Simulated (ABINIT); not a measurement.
# CoPdO2 (R-3m) in ABINIT: single point with PBE

Aim: the single point of CoPdO2 with PBE.

All numbers are computed with ABINIT 10.8.3 (patched build); they aren't measurements. Logs are shortened: lines on timing, memory, paths and dates and some standing lists are left out, and cuts for length are marked. The log counts tension as positive stress, the text compression.

## (1) The crystal as given

Symmetry: R-3m, No. 166, trigonal system. Conventional cell: a = 2.863 Å, b = 2.863 Å, c = 17.873 Å, α = 90.00°, β = 90.00°, γ = 120.00°. Around Pd (site symmetry -3m) lie 2 O at 2.01 Å. Co (site symmetry -3m) is surrounded by 6 O at 1.92 Å. O (site symmetry 3m) is surrounded by 3 Co at 1.92 Å and 1 Pd at 2.01 Å.

The cell is a database's computed one.

## (2) Single point, PBE, collinear spin, ferromagnetic start

The input, run.abi:

```
# Pseudopotentials
pp_dirpath "./"
pseudos "Pd.GGA_PBE-JTH.xml, Co.GGA_PBE-JTH.xml, O.GGA_PBE-JTH.xml"

# Structure
acell 3*1.0
rprim
     2.7055018204     1.5620222042    11.2585565923
    -2.7055018204     1.5620222042    11.2585565923
     0.0000000000    -3.1240444084    11.2585565923
ntypat 3
znucl 46 27 8
natom 4
typat 1 2 3 3
xred
     0.0000000000     0.0000000000     0.0000000000
     0.5000000000     0.5000000000     0.5000000000
     0.1124760000     0.1124760000     0.1124760000
     0.8875240000     0.8875240000     0.8875240000

# Plane-wave basis
ecut 707.496042 eV
pawecutdg 48.0
pawxcdev 0

# k points
kptopt 1
ngkpt 11 11 11
nshiftk 1
shiftk 0.0 0.0 0.0

# Exchange and correlation
ixc 11

# Bands and occupations
nband 29
occopt 3
tsmear 0.05 eV

# Spin
nsppol 2
spinat
     0.0000000000     0.0000000000     0.0000000000
     0.0000000000     0.0000000000     5.0000000000
     0.0000000000     0.0000000000     0.0000000000
     0.0000000000     0.0000000000     0.0000000000

# SCF cycle
nstep 100
tolvrs 1.0e-9

# Output
iomode 3
prtwf 0
prtden 0
prteig 0
prtebands 0
```

Potentials or basis: JTH PAW PBE v2.0.

The run is started by

```
mpirun --bind-to none -np 4 abinit run.abi > log 2>&1
```

run.abo:

```text
.Version 10.8.3 of ABINIT
 Symmetries : space group R-3 m (#166); Bravais hR (rhombohedral)
================================================================================
 Values of the parameters that define the memory need of the present run
     intxc =       0    ionmov =       0      iscf =      17    lmnmax =      18
     lnmax =       6     mgfft =      54  mpssoang =       3    mqgrid =    3001
     natom =       4  nloc_mem =       2    nspden =       2   nspinor =       1
    nsppol =       2      nsym =      12    n1xccc =       1    ntypat =       3
    occopt =       3   xclevel =       2
       mpw =        1826          nfft =      157464          nkpt =         146
Pmy_natom=         1
 PAW method is used; the additional fine FFT grid is defined by:
   mgfftf=        75    nfftf =    421875
================================================================================
================================================================================

--------------------------------------------------------------------------------
------------- Echo of variables that govern the present computation ------------
--------------------------------------------------------------------------------
 -outvars: echo values of preprocessed input variables --------
            acell      1.0000000000E+00  1.0000000000E+00  1.0000000000E+00 Bohr
              amu      1.06420000E+02  5.89332000E+01  1.59994000E+01
             ecut      2.60000000E+01 Hartree
                       outvar_i_n : Printing only first  50 k-points.
              ixc          11
                       outvar_i_n : Printing only first  50 k-points.
         kptrlatt       11    0    0      0   11    0      0    0   11
          kptrlen      5.95210400E+01
            natom           4
            nband          29
            ngfft          54      54      54
          ngfftdg          75      75      75
             nkpt         146
           nspden           2
           nsppol           2
            nstep         100
             nsym          12
           ntypat           3
                       prtocc : prtvol=0, do not print more k-points.
                       1.000000  1.000000  1.000000  1.000000  1.000000  1.000000
                       1.000000  1.000000  1.000000  1.000000  1.000000  1.000000
                       1.000000  1.000000  1.000000  1.000000  1.000000  1.000000
                       1.000000  1.000000  1.000000  1.000000  1.000000  1.000000
                       0.000000  0.000000  0.000000  0.000000  0.000000
                       1.000000  1.000000  1.000000  1.000000  1.000000  1.000000
                       1.000000  1.000000  1.000000  1.000000  1.000000  1.000000
                       1.000000  1.000000  1.000000  1.000000  1.000000  1.000000
                       1.000000  1.000000  1.000000  1.000000  1.000000  1.000000
                       0.000000  0.000000  0.000000  0.000000  0.000000
                       1.000000  1.000000  1.000000  1.000000  1.000000  1.000000
                       1.000000  1.000000  1.000000  1.000000  1.000000  1.000000
                       1.000000  1.000000  1.000000  1.000000  1.000000  1.000000
                       1.000000  1.000000  1.000000  1.000000  1.000000  1.000000
                       0.000000  0.000000  0.000000  0.000000  0.000000
                       1.000000  1.000000  1.000000  1.000000  1.000000  1.000000
                       1.000000  1.000000  1.000000  1.000000  1.000000  1.000000
[... 218 lines left out ...]
                       1.000000  1.000000  1.000000  1.000000  1.000000  1.000000
                       1.000000  1.000000  1.000000  1.000000  1.000000  1.000000
                       1.000000  1.000000  1.000000  1.000000  1.000000  1.000000
                       1.000000  1.000000  1.000000  1.000000  1.000000  1.000000
                       0.000000  0.000000  0.000000  0.000000  0.000000
                       1.000000  1.000000  1.000000  1.000000  1.000000  1.000000
                       1.000000  1.000000  1.000000  1.000000  1.000000  1.000000
                       1.000000  1.000000  1.000000  1.000000  1.000000  1.000000
                       1.000000  1.000000  1.000000  1.000000  1.000000  1.000000
                       0.000000  0.000000  0.000000  0.000000  0.000000
                       1.000000  1.000000  1.000000  1.000000  1.000000  1.000000
                       1.000000  1.000000  1.000000  1.000000  1.000000  1.000000
                       1.000000  1.000000  1.000000  1.000000  1.000000  1.000000
                       1.000000  1.000000  1.000000  1.000000  1.000000  1.000000
                       0.000000  0.000000  0.000000  0.000000  0.000000
                       prtocc : prtvol=0, do not print more k-points.
           occopt           3
        pawecutdg      4.80000000E+01 Hartree
         pawxcdev           0
           prtden           0
        prtebands           0
           prteig           0
            prtwf           0
            rprim      2.7055018204E+00  1.5620222042E+00  1.1258556592E+01
                      -2.7055018204E+00  1.5620222042E+00  1.1258556592E+01
                       0.0000000000E+00 -3.1240444084E+00  1.1258556592E+01
[... 196 lines left out ...]
 rms dE/dt=  9.7670E-03; max dE/dt=  1.3813E-02; dE/dt below (all hartree)
    1       0.000000000000      0.000000000000      0.000000000000
    2       0.000000000000      0.000000000000      0.000000000000
    3      -0.013812671993     -0.013812671993     -0.013812671993
    4       0.013812671993      0.013812671993      0.013812671993

 cartesian coordinates (angstrom) at end:
    1      0.00000000000000     0.00000000000000     0.00000000000000
    2      0.00000000000000     0.00000000000000     8.93665735839762
    3     -0.00000000000000     0.00000000000000     2.01031894608626
    4     -0.00000000000000     0.00000000000000    15.86299577070897

 cartesian forces (hartree/bohr) at end:
    1     -0.00000000000000    -0.00000000000000    -0.00000000000000
    2     -0.00000000000000    -0.00000000000000    -0.00000000000000
    3     -0.00000000000000     0.00000000000000     0.00122685993356
    4      0.00000000000000    -0.00000000000000    -0.00122685993356
 frms,max,avg= 5.0086347E-04 1.2268599E-03   0.000E+00  0.000E+00  0.000E+00 h/b

 cartesian forces (eV/Angstrom) at end:
    1     -0.00000000000000    -0.00000000000000    -0.00000000000000
    2     -0.00000000000000    -0.00000000000000    -0.00000000000000
    3     -0.00000000000000     0.00000000000000     0.06308767433013
    4      0.00000000000000    -0.00000000000000    -0.06308767433013
 frms,max,avg= 2.5755435E-02 6.3087674E-02   0.000E+00  0.000E+00  0.000E+00 e/A
 length scales=  1.000000000000  1.000000000000  1.000000000000 bohr
              =  0.529177210544  0.529177210544  0.529177210544 angstroms
 Fermi (or HOMO) energy (hartree) =   0.34040   Average Vxc (hartree)=  -0.43716
 Magnetization (Bohr magneton)=  7.73444384E-08
 Total spin up =  2.35000000E+01   Total spin down =  2.35000000E+01
 Eigenvalues (hartree) for nkpt= 146  k points, SPIN UP:
 kpt#   1, nband= 29, wtk=  0.00075, kpt=  0.0000  0.0000  0.0000 (reduced coord)
  -3.16304   -2.75769   -1.81387   -1.81387   -1.81161   -1.51317   -1.48666   -1.48666
  -0.42017   -0.35243    0.03674    0.12590    0.12590    0.16391    0.20447    0.24300
   0.24300    0.25494    0.25494    0.28381    0.28381    0.29297    0.29297    0.30945
   0.41983    0.41983    0.44916    0.57938    0.68136
      occupation numbers for kpt#   1
   1.00000    1.00000    1.00000    1.00000    1.00000    1.00000    1.00000    1.00000
   1.00000    1.00000    1.00000    1.00000    1.00000    1.00000    1.00000    1.00000
   1.00000    1.00000    1.00000    1.00000    1.00000    1.00000    1.00000    1.00000
   0.00000    0.00000    0.00000    0.00000    0.00000
 prteigrs : prtvol=0 or 1, do not print more k-points.

 Eigenvalues (hartree) for nkpt= 146  k points, SPIN DOWN:
 kpt#   1, nband= 29, wtk=  0.00075, kpt=  0.0000  0.0000  0.0000 (reduced coord)
  -3.16304   -2.75769   -1.81387   -1.81387   -1.81161   -1.51317   -1.48666   -1.48666
  -0.42017   -0.35243    0.03674    0.12590    0.12590    0.16391    0.20447    0.24300
   0.24300    0.25494    0.25494    0.28381    0.28381    0.29297    0.29297    0.30945
   0.41983    0.41983    0.44916    0.57938    0.68136
      occupation numbers for kpt#   1
   1.00000    1.00000    1.00000    1.00000    1.00000    1.00000    1.00000    1.00000
   1.00000    1.00000    1.00000    1.00000    1.00000    1.00000    1.00000    1.00000
   1.00000    1.00000    1.00000    1.00000    1.00000    1.00000    1.00000    1.00000
   0.00000    0.00000    0.00000    0.00000    0.00000
 prteigrs : prtvol=0 or 1, do not print more k-points.

--- !EnergyTerms
iteration_state     : {dtset: 1, }
comment             : Components of total free energy in Hartree
kinetic             :  4.02553578573789E+01
hartree             :  7.03029173086435E+01
xc                  : -1.32908605218283E+01
Ewald energy        : -2.07987601388260E+02
psp_core            :  1.14983830093997E+01
local_psp           : -2.26198640869825E+02
PAW spherical_terms :  1.79216268729911E+01
internal            : -3.07498817731501E+02
'-kT*entropy'       : -8.97095506893927E-05
total_energy        : -3.07498907441051E+02
total_energy_eV     : -8.36747154059561E+03
...

--- !EnergyTermsDC
iteration_state     : {dtset: 1, }
comment             : '"Double-counting" decomposition of free energy'
band_energy         : -2.73350268599251E+01
Ewald energy        : -2.07987601388260E+02
psp_core            :  1.14983830093997E+01
xc_dc               : -6.69433616847763E+01
PAW spherical_terms : -1.67312032567668E+01
internal            : -3.07498810180329E+02
'-kT*entropy'       : -8.97095506893927E-05
total_energy_dc     : -3.07498899889880E+02
total_energy_dc_eV  : -8.36747133511776E+03
...

--- !EnergyTermsWithPAWCore
iteration_state     : {dtset: 1, }
comment             : 'Components of total free energy, including PAW core contributions'
Total energy        : -6.58997197036264E+03
Total energy DC     : -6.58997196281146E+03
Total energy (eV)   : -1.79322272635726E+05
Total energy DC (eV): -1.79322272430248E+05
...

 Cartesian components of stress tensor (hartree/bohr^3)
  sigma(1 1)=  4.86779942E-05  sigma(3 2)=  0.00000000E+00
  sigma(2 2)=  4.86779994E-05  sigma(3 1)=  0.00000000E+00
  sigma(3 3)=  9.82143051E-05  sigma(2 1)=  0.00000000E+00

-Cartesian components of stress tensor (GPa)         [Pressure= -1.9180E+00 GPa]
- sigma(1 1)=  1.43215603E+00  sigma(3 2)=  0.00000000E+00
- sigma(2 2)=  1.43215619E+00  sigma(3 1)=  0.00000000E+00
- sigma(3 3)=  2.88956462E+00  sigma(2 1)=  0.00000000E+00

== END DATASET(S) ==============================================================
================================================================================

 -outvars: echo values of variables after computation  --------
            acell      1.0000000000E+00  1.0000000000E+00  1.0000000000E+00 Bohr
           etotal     -3.0749889989E+02
            fcart     -0.0000000000E+00 -0.0000000000E+00 -0.0000000000E+00
                      -0.0000000000E+00 -0.0000000000E+00 -0.0000000000E+00
                      -1.2488640868E-19  2.6412763825E-19  1.2268599336E-03
                       1.2488640868E-19 -2.6412763825E-19 -1.2268599336E-03
            rprim      2.7055018204E+00  1.5620222042E+00  1.1258556592E+01
                      -2.7055018204E+00  1.5620222042E+00  1.1258556592E+01
                       0.0000000000E+00 -3.1240444084E+00  1.1258556592E+01
           strten      4.8677994170E-05  4.8677999383E-05  9.8214305096E-05
                       0.0000000000E+00  0.0000000000E+00  0.0000000000E+00
           xangst      0.0000000000E+00  0.0000000000E+00  0.0000000000E+00
                       4.1448565175E-17  5.1462804742E-17  8.9366573584E+00
                      -3.3224499484E-17  1.1993156709E-17  2.0103189461E+00
                      -7.4769897732E-17  1.0949228860E-17  1.5862995771E+01
             xred      0.0000000000E+00  0.0000000000E+00  0.0000000000E+00
                       5.0000000000E-01  5.0000000000E-01  5.0000000000E-01
                       1.1247600000E-01  1.1247600000E-01  1.1247600000E-01
                       8.8752400000E-01  8.8752400000E-01  8.8752400000E-01
 Calculation completed.
```

Run time: 20 min. Hardware: 4 MPI ranks of Arm Neoverse V1, shared host; peak memory 1.9 GiB.

What came out:

```yaml
Free_energy: -8367.4713 eV
Pressure: -1.9 GPa
Largest_force: 0.063 eV/Å
Band_gap_on_the_k_mesh: none (metal or under the smearing width)
Net_moment: 0.00 μB per cell
```

Forces on the atoms (eV/Å):
```
Pd   0.000  0.000  0.000
Co   0.000  0.000  0.000
O    0.000  0.000  0.063
O    0.000  0.000 -0.063
```

Stress tensor (GPa, compression positive):
```
-1.43  0.00  0.00
 0.00 -1.43  0.00
 0.00  0.00 -2.89
```

Caveat: the starting moments collapsed, and a magnetic state may lie lower; semilocal functionals often make such compounds metallic where correlation or magnetic order opens a gap, which also shifts bond lengths; the atomic spheres overlap.

## (3) For comparison

An earlier run on the cell as given: functional PBE; potentials or basis JTH PAW PBE v2.0; cutoff 707 eV; k mesh 11 × 11 × 11; occupations fermi-dirac, width 0.05 eV; collinear spin, ferromagnetic start; starting moments [0.0, 2.0, 0.0, 0.0] μB.

- Pressure: -1.9 GPa
- Largest force: 0.063 eV/Å
- Band gap on the k mesh: none (metal or under the smearing width)
- Net moment: 0.00 μB per cell
